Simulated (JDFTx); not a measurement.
Input of a JDFTx 1.7.0 (patched build) run:

Contents of TiCo.in:

```
include TiCo.lattice
coords-type Lattice
include TiCo.ionpos

ion-species pseudo/Co.upf
ion-species pseudo/Ti.upf
elec-cutoff 48 384
elec-ex-corr gga-PBE
kpoint-folding 9 9 9
elec-smearing Fermi 0.0018374661
elec-n-bands 23
spintype z-spin
initial-magnetic-moments Co 2 Ti 1
elec-initial-magnetization 3 no
add-U Co d 0.293995 Ti d 0.293995
electronic-SCF nIterations 100 energyDiffThreshold 1e-09
electronic-minimize nIterations 30 energyDiffThreshold 1e-7
converge-empty-states yes
forces-output-coords Cartesian

dump-name run.$VAR
dump End Ecomponents EigStats BandEigs Kpoints Forces Stress RhoAtom
```

File TiCo.lattice:

```
lattice \
    5.6429319488     0.0000000000     0.0000000000 \
    0.0000000000     5.6429319488     0.0000000000 \
    0.0000000000     0.0000000000     5.6429319488
```

TiCo.ionpos

```
ion Co     0.5000000000     0.5000000000     0.5000000000 1
ion Ti     0.0000000000     0.0000000000     0.0000000000 1
```

Potentials or basis: PseudoDojo-SR-PBE-0.5-standard with smoothed tails.

Command:

```console
$ jdftx -c 1 -i TiCo.in -o TiCo.out
```

Q: What does it give for the site moments?

A: Co +1.88; Ti +2.63 μB.

Q: What does it give for the band gap on the k mesh?

A: None (metal or under the smearing width).

Eigenvalues of the final occupation matrices:
| site | spin | trace | eigenvalues |
| --- | --- | --- | --- |
| atom 1 Co | 1 | 4.91 | 0.97 0.97 0.97 0.99 0.99 |
| atom 1 Co | 2 | 2.98 | 0.02 0.02 0.98 0.98 0.98 |
| atom 2 Ti | 1 | 2.98 | 0.10 0.10 0.93 0.93 0.93 |
| atom 2 Ti | 2 | 0.44 | 0.07 0.07 0.10 0.10 0.10 |

Caveat: the U is typed as a test and isn't derived for this compound. The state reached can hang on the start; a lower one may exist.
